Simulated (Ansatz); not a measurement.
All numbers below come from DFT PBE, scalar-relativistic, plane waves, PAW (Ansatz 0.2.0). Settings: cutoff 420 eV, Γ-centred meshes spaced at most about 0.3 Å⁻¹, and about 0.25 Å⁻¹ or finer for metals (2π included), Gaussian smearing. No spin polarisation in the final relaxations.

All energies are static (0 K, no zero-point motion). All come from trial cells, and lower structures may exist.

Question: Which of these relaxed structures of ZnO is the lowest in energy?
A.

```xyz
2
Lattice="1.4332 -3.5271 0.0000 1.4332 3.5271 0.0000 0.0000 0.0000 2.8385" Properties=species:S:1:pos:R:3 pbc="T T T"
Zn    0.0000    0.0000    0.0000
O     1.4332    0.0000    1.4192
```

B.

```xyz
2
Lattice="2.6882 0.0000 0.0000 0.0000 2.6882 0.0000 0.0000 0.0000 2.6882" Properties=species:S:1:pos:R:3 pbc="T T T"
Zn    0.0000    0.0000    0.0000
O     1.3441    1.3441    1.3441
```

Answer: A. It has space group Cmmm (No. 65); the next, B, with the caesium chloride type, space group Pm-3m (No. 221), lies 0.36 eV/atom higher. Counting O atoms around Zn (those within 1.25 times the shortest such distance or 1.15 times the sum of covalent radii; the shortest distance is added where it is long for a bond), the lowest has Zn 4 and the next has Zn 8 from 2.3 Å.

Weakly bound directions are ill-defined at this level, which has no dispersion term (Cmmm), and this can change margins and order among such cells. Cells relaxed within their symmetry can be saddle points. The part of the Crystallography Open Database at hand lists ZnO in space groups No. 186, 216, 225; no cell shown has one of them. Some candidate types were left out of the draw beforehand, so a known form may be missing.
